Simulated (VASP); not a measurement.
# Mg (P6_3/mmc) in VASP: further runs

Runs on Mg. Level: PBEsol. Tasks: single point.

Everything below comes from runs of VASP 6.6.1. Logs are shortened: lines on timing, memory, paths and dates and some standing lists are left out, and cuts for length are marked.

## (1) The crystal as given

It takes space group P6_3/mmc (No. 194, hexagonal). The conventional cell has a = 3.187 Å, b = 3.187 Å, c = 5.106 Å, α = 90.00°, β = 90.00°, γ = 120.00°. Mg (site symmetry -6m2) is surrounded by 12 Mg at 3.15 to 3.19 Å.

## (2) Single point, PBEsol

INCAR reads:

```
SYSTEM = Mg
PREC = Accurate
ENCUT = 700
EDIFF = 1E-6
ISMEAR = 0
SIGMA = 0.1
LREAL = .False.
LASPH = .True.
NELM = 80
ALGO = Fast
ISIF = 2
LWAVE = .False.
LCHARG = .True.
GGA = PS
LELF = .True.
LVHAR = .True.
NBANDS = 9
```

KPOINTS reads:

```
regular mesh
0
Gamma
  15 15 8
  0 0 0
```

POSCAR reads:

```
Mg
1.0
    3.1874100000      0.0000000000      0.0000000000
   -1.5937000000      2.7603800000      0.0000000000
    0.0000000000      0.0000000000      5.1056200000
Mg
2
Direct
    0.3333300000      0.6666700000      0.2500000000
    0.6666700000      0.3333300000      0.7500000000
```

Potentials or basis: VASP PAW PBE potentials, release 64 (Mg).

On the command line:

```console
> cat potpaw_PBE.64/Mg/POTCAR > POTCAR
> mpirun -np 1 vasp_std > vasp.out
```

OUTCAR:

```text
SYSTEM = Mg
   PREC = Accurate
   ENCUT = 700
   EDIFF = 1E-6
   ISMEAR = 0
   LREAL = .False.
   LASPH = .True.
   NELM = 80
   ISIF = 2
   GGA = PS

 ion  position               nearest neighbor table
   1  0.333  0.667  0.250-   2 3.15   2 3.15   2 3.15   2 3.15   2 3.15   2 3.15
   2  0.667  0.333  0.750-   1 3.15   1 3.15   1 3.15   1 3.15   1 3.15   1 3.15

  LATTYP: Found a hexagonal cell.
 ALAT       =     3.1874100000
 C/A-ratio  =     1.6018083648

  Lattice vectors:

 A1 = (   3.1874100000,   0.0000000000,   0.0000000000)
 A2 = (  -1.5937000000,   2.7603800000,   0.0000000000)
 A3 = (   0.0000000000,   0.0000000000,   5.1056200000)

Analysis of symmetry for initial positions (statically):
=====================================================================
 Subroutine PRICEL returns:
 Original cell was already a primitive cell.

 Routine SETGRP: Setting up the symmetry group for a
 hexagonal supercell.

 Subroutine GETGRP returns: Found  8 space group operations
 (whereof  4 operations were pure point group operations)
 out of a pool of 24 trial point group operations.

The static configuration has the point symmetry C_2h.
 The point group associated with its full space group is D_2h.

Analysis of symmetry for dynamics (positions and initial velocities):
=====================================================================
 Subroutine PRICEL returns:
 Original cell was already a primitive cell.

 Routine SETGRP: Setting up the symmetry group for a
 hexagonal supercell.

 Subroutine GETGRP returns: Found  8 space group operations
 (whereof  4 operations were pure point group operations)
 out of a pool of 24 trial point group operations.

The dynamic configuration has the point symmetry C_2h.
 The point group associated with its full space group is D_2h.

 Subroutine INISYM returns: Found  8 space group operations
 (whereof  4 operations are pure point group operations),
 and found     1 'primitive' translations

----------------------------------------------------------------------------------------

                                     Primitive cell

  volume of cell :      44.9216

  direct lattice vectors                    reciprocal lattice vectors
     3.187410000  0.000000000  0.000000000     0.313734349  0.181133913  0.000000000
    -1.593700000  2.760380000  0.000000000     0.000000000  0.362268963  0.000000000
     0.000000000  0.000000000  5.105620000     0.000000000  0.000000000  0.195862598

  length of vectors
     3.187410000  3.187409204  5.105620000     0.362268873  0.362268963  0.195862598

  position of ions in fractional coordinates (direct lattice)
     0.333330000  0.666670000  0.250000000
     0.666670000  0.333330000  0.750000000

  ion indices of the primitive-cell ions
   primitive index   ion index
                 1           1
                 2           2

----------------------------------------------------------------------------------------

 KPOINTS: regular mesh

Automatic generation of k-mesh.
 Grid dimensions read from file:
 generate k-points for:   15   15    8

 Generating k-lattice:

  Cartesian coordinates                     Fractional coordinates (reciprocal lattice)
     0.020915623  0.012075594  0.000000000     0.066666667  0.000000000  0.000000000
     0.000000000  0.024151264  0.000000000     0.000000000  0.066666667  0.000000000
     0.000000000  0.000000000  0.024482825     0.000000000  0.000000000  0.125000000

  Length of vectors
     0.024151258  0.024151264  0.024482825

  Shift w.r.t. Gamma in fractional coordinates (k-lattice)
     0.000000000  0.000000000  0.000000000

 Subroutine IBZKPT returns following result:
 ===========================================

 Found    320 irreducible k-points:

 Following reciprocal coordinates:
            Coordinates               Weight
  0.000000  0.000000  0.000000      1.000000
  0.066667  0.000000  0.000000      4.000000
 -0.066667  0.066667  0.000000      2.000000
  0.133333  0.000000  0.000000      4.000000
 -0.133333  0.133333  0.000000      2.000000
  0.200000  0.000000  0.000000      4.000000
[... 16 lines left out ...]
 -0.266667  0.200000  0.000000      4.000000
  0.266667  0.066667  0.000000      4.000000
 [... further k-points ...]
   k-points           NKPTS =    320   k-points in BZ     NKDIM =    320   number of bands    NBANDS=      9
   number of dos      NEDOS =    301   number of ions     NIONS =      2
   total plane-waves  NPLWV =  37632
   dimension x,y,z NGX =    28 NGY =   28 NGZ =   48
   dimension x,y,z NGXF=    56 NGYF=   56 NGZF=   96
   ions per type =               2
   NGX,Y,Z   is equivalent  to a cutoff of  14.60, 14.60, 15.63 a.u.
   NGXF,Y,Z  is equivalent  to a cutoff of  29.21, 29.21, 31.26 a.u.
 SYSTEM =  Mg
   PREC   = accura    normal or accurate (medium, high low for compatibility)
   ISTART =      0    job   : 0-new  1-cont  2-samecut
   ICHARG =      2    charge: 1-file 2-atom 10-const
   ISPIN  =      1    spin polarized calculation?
   LNONCOLLINEAR =      F non collinear calculations
   LSORBIT =      F    spin-orbit coupling
   LASPH  =      T    aspherical Exc in radial PAW
   ENCUT  =  700.0 eV  51.45 Ry    7.17 a.u.   6.88  6.88 11.01*2*pi/ulx,y,z
   NELM   =     80;   NELMIN=  2; NELMDL= -5     # of ELM steps
   EDIFF  = 0.1E-05   stopping-criterion for ELM
   LREAL  =      F    real-space projection
   EDIFFG = 0.1E-04   stopping-criterion for IOM
   NSW    =      0    number of steps for IOM
   IBRION =     -1    ionic relax: 0-MD 1-quasi-New 2-CG
   NFREE  =      0    steps in history (QN), initial steepest desc. (CG)
   ISIF   =      2    stress and relaxation
   ISYM   =      2    0-nonsym 1-usesym 2-fastsym
   POTIM  = 0.5000    time-step for ionic-motion
   TEBEG  =    0.0;   TEEND  =   0.0 temperature during run
   PSTRESS=    0.0 pullay stress
   NELECT =       4.0000    total number of electrons
   NUPDOWN=      -1.0000    fix difference up-down
   EMIN   =  10.00;   EMAX   =-10.00  energy-range for DOS
   EFERMI =   0.00;   METHOD = LEGACY
   ISMEAR =     0;   SIGMA  =   0.10  broadening in eV -4-tet -1-fermi 0-gaus
   EFERMI_NEDOS =   21; number of points for ismear=-14 and -15
   IALGO  =     68    algorithm
   IMIX   =      4    mixing-type and parameters
     AMIX     =   0.40;   BMIX     =  1.00
     AMIX_MAG =   1.60;   BMIX_MAG =  1.00
  volume/ion in A,a.u.               =      22.46       151.57
  Fermi-wavevector in a.u.,A,eV,Ry     =   0.731043  1.381471  7.271283  0.534424
  Thomas-Fermi vector in A             =   1.823163
   LORBIT       =      0    0 simple, 1 ext, 2 COOP (PROOUT), +10 PAW based schemes
   GGA     = PS    functional components
   LHFCALC =     F    Hartree Fock is set to
   AEXX    =    0.0000 exact exchange contribution
   IVDW    =     0    specifies the selected vdW correction
   LEPSILON=     F    determine dielectric tensor
   LRPA    =     F    only Hartree local field effects (RPA)
 non-spin polarized calculation
 RMM-DIIS sequential band-by-band and
 Gauss-broadening in eV      SIGMA  =   0.10
  energy-cutoff  :      700.00
  volume of cell :       44.92
 maximum number of plane-waves:      1908
   NGX = 13   NGY = 13   NGZ = 23

 number of electron       4.0000000 magnetization

 Free energy of the ion-electron system (eV)
  ---------------------------------------------------
  ext. energy  EPLUGINS =         0.00000000
  ---------------------------------------------------
  free energy    TOTEN  =        -3.45010687 eV

  energy without entropy =       -3.44533398  energy(sigma->0) =       -3.44772043

 E-fermi :   2.7033     XC(G=0):  -8.6023

 val. band max:        2.6811461633   @ k =  -0.4667   0.3333   0.1250
 cond. band min:       2.7142537971   @ k =   0.2667   0.2667   0.2500
 fundamental gap:      0.0331076338
 Fermi energy:         2.7033265696

 k-point     1 :       0.0000    0.0000    0.0000
  band No.  band energies     occupation
      1      -4.3176      2.00000
      2       1.0563      2.00000
      3       1.5953      2.00000
      4      13.6147      0.00000
      5      13.6147      0.00000
      6      13.7445      0.00000
      7      13.7445      0.00000
      8      14.7094      0.00000
      9      16.1999      0.00000

 k-point     2 :       0.0667    0.0000    0.0000
  band No.  band energies     occupation
      1      -4.2297      2.00000
      2       1.1364      2.00000
      3       1.6805      2.00000
      4      11.8624      0.00000
      5      12.6522      0.00000
      6      13.4802      0.00000
      7      14.8317      0.00000
      8      15.5482      0.00000
      9      16.5909      0.00000

 k-point     3 :      -0.0667    0.0667    0.0000
  band No.  band energies     occupation
      1      -4.2297      2.00000
      2       1.1364      2.00000
      3       1.6805      2.00000
      4      11.8624      0.00000
      5      12.6522      0.00000
      6      13.4802      0.00000
      7      14.8317      0.00000
      8      15.5482      0.00000
      9      16.5866      0.00000

 k-point     4 :       0.1333    0.0000    0.0000
  band No.  band energies     occupation
      1      -3.9662      2.00000
      2       1.3766      2.00000
      3       1.9339      2.00000
      4       9.8131      0.00000
      5      11.7713      0.00000
      6      12.5336      0.00000
      7      14.6169      0.00000
      8      15.3535      0.00000
      9      15.9561      0.00000

 k-point     5 :      -0.1333    0.1333    0.0000
  band No.  band energies     occupation
      1      -3.9662      2.00000
      2       1.3766      2.00000
      3       1.9339      2.00000
      4       9.8131      0.00000
      5      11.7712      0.00000
      6      12.5336      0.00000
      7      14.6169      0.00000
      8      15.3536      0.00000
      9      15.9582      0.00000

 k-point     6 :       0.2000    0.0000    0.0000
  band No.  band energies     occupation
      1      -3.5287      2.00000
      2       1.7773      2.00000
      3       2.3472      2.00000
      4       7.8533      0.00000
      5      11.0372      0.00000
      6      11.5292      0.00000
      7      12.6612      0.00000
      8      14.0374      0.00000
      9      15.6504      0.00000
[... 169 lines left out ...]
 k-point    21 :       0.2000    0.0667    0.0000
  band No.  band energies     occupation
      1      -3.1802      2.00000
      2       2.0981      2.00000
      3       2.6671      1.39115
      4       6.9794      0.00000
      5       9.3076      0.00000
      6      11.7716      0.00000
      7      12.1292      0.00000
      8      13.8216      0.00000
      9      14.2255      0.00000

 k-point    22 :      -0.0667    0.2667    0.0000
  band No.  band energies     occupation
      1      -3.1802      2.00000
      2       2.0981      2.00000
      3       2.6671      1.39112
      4       6.9794      0.00000
      5       9.3076      0.00000
      6      11.7716      0.00000
      7      12.1292      0.00000
      8      13.8216      0.00000
      9      14.2260      0.00000

 k-point    23 :      -0.2667    0.2000    0.0000
  band No.  band energies     occupation
      1      -3.1802      2.00000
      2       2.0981      2.00000
      3       2.6671      1.39109
      4       6.9794      0.00000
      5       9.3075      0.00000
      6      11.7716      0.00000
      7      12.1292      0.00000
      8      13.8216      0.00000
      9      14.2272      0.00000

 k-point    24 :       0.2667    0.0667    0.0000
  band No.  band energies     occupation
      1      -2.4871      2.00000
      2       2.7402      0.60186
      3       3.2339      0.00000
      4       5.3014      0.00000
      5       8.6757      0.00000
      6      10.0137      0.00000
      7      10.8439      0.00000
      8      13.0773      0.00000
      9      13.6376      0.00000

 [... further k-points ...]

------------------------ aborting loop because EDIFF is reached ----------------------------------------

  FORCE on cell =-STRESS in cart. coord.  units (eV):
  Direction    XX          YY          ZZ          XY          YZ          ZX
  --------------------------------------------------------------------------------------
  -------------------------------------------------------------------------------------
  Total        0.0060656      0.0060902      0.0046979      0.0000213      0.0000000      0.0000000
  in kB        0.2163363      0.2172127      0.1675550      0.0007592      0.0000000      0.0000000
  external PRESSURE =       0.2003680 kB  Pullay stress =       0.0000000 kB

 VOLUME and BASIS-vectors are now :
 -----------------------------------------------------------------------------
  energy-cutoff  :      700.00
  volume of cell :       44.92
      direct lattice vectors                 reciprocal lattice vectors
     3.187410000  0.000000000  0.000000000     0.313734349  0.181133913  0.000000000
    -1.593700000  2.760380000  0.000000000     0.000000000  0.362268963  0.000000000
     0.000000000  0.000000000  5.105620000     0.000000000  0.000000000  0.195862598

 POSITION                                       TOTAL-FORCE (eV/Angst)
 -----------------------------------------------------------------------------------
     -0.00001      1.84026      1.27641         0.000023     -0.000013      0.000000
      1.59372      0.92012      3.82922        -0.000023      0.000013     -0.000000
 -----------------------------------------------------------------------------------
    total drift:                               -0.000000      0.000000     -0.000000

  FREE ENERGIE OF THE ION-ELECTRON SYSTEM (eV)
  ---------------------------------------------------
  free  energy   TOTEN  =        -3.4501068707 eV

  energy  without entropy=       -3.4453339823  energy(sigma->0) =       -3.44772043
```

It took 88 s on 1 thread of Intel Xeon Platinum 8259CL at 2.50GHz (Skylake/Cascade Lake), shared host; peak memory 0.33 GiB.

Results:

```yaml
Free_energy: -3.4501 eV
Pressure: 0.0 GPa
Band_gap_on_the_k_mesh: none (metal or under the smearing width)
```

Levels at points of the mesh, in eV from the Fermi level:
```csv
k point,band 1,band 2,band 3,band 4,band 5,band 6
"(0.00, 0.00, 0.00)",-7.02,-1.65,-1.11,10.91,10.91,11.04
"(0.00, 0.00, 0.50)",-5.58,-5.58,5.31,5.31,11.67,11.67
```

Caveat: the PAW data sets were made with another functional, which shifts forces and pressure a little.

## (3) Single point, PBEsol

INCAR: that of step 2 with these lines changed.

```diff
@@ -2,3 +2,3 @@
 PREC = Accurate
-ENCUT = 700
+ENCUT = 520
 EDIFF = 1E-6
```

KPOINTS reads:

```
regular mesh
0
Gamma
  24 24 12
  0 0 0
```

POSCAR is that of step 2.

Potentials or basis: VASP PAW PBE potentials, release 64 (Mg).

On the command line:

```console
> cat potpaw_PBE.64/Mg/POTCAR > POTCAR
> mpirun -np 1 vasp_std > vasp.out
```

It took 2.5 min on 1 thread of Intel Xeon Platinum 8259CL at 2.50GHz (Skylake/Cascade Lake), shared host; peak memory 0.51 GiB.

It converged, with:

```
Free energy            : -3.4495 eV
Pressure               : 0.1 GPa
Band gap on the k mesh : none (metal or under the smearing width)
```

Stress tensor (GPa, compression positive):
```
-0.25  0.00  0.00
 0.00 -0.25  0.00
 0.00  0.00  0.66
```

Levels at points of the mesh, in eV from the Fermi level:
| k point | band 1 | band 2 | band 3 | band 4 | band 5 | band 6 | band 7 |
| --- | --- | --- | --- | --- | --- | --- | --- |
| (0.00, 0.00, 0.00) | -7.04 | -1.67 | -1.13 | 10.89 | 10.89 | 11.02 | 11.02 |
| (0.50, 0.00, 0.00) | -2.24 | -2.22 | 2.69 | 3.03 | 3.41 | 3.79 | 6.83 |
| (0.50, 0.50, 0.00) | -2.24 | -2.22 | 2.69 | 3.03 | 3.41 | 3.79 | 6.83 |
| (0.00, 0.00, 0.50) | -5.61 | -5.61 | 5.28 | 5.28 | 11.65 | 11.65 | 11.65 |
| (0.50, 0.00, 0.50) | -1.16 | -1.16 | -0.48 | -0.48 | 8.03 | 8.03 | 8.09 |
| (0.50, 0.50, 0.50) | -1.16 | -1.16 | -0.48 | -0.48 | 8.03 | 8.03 | 8.09 |

Caveat: the PAW data sets were made with another functional, which shifts forces and pressure a little.

[end of part 1 of 2]
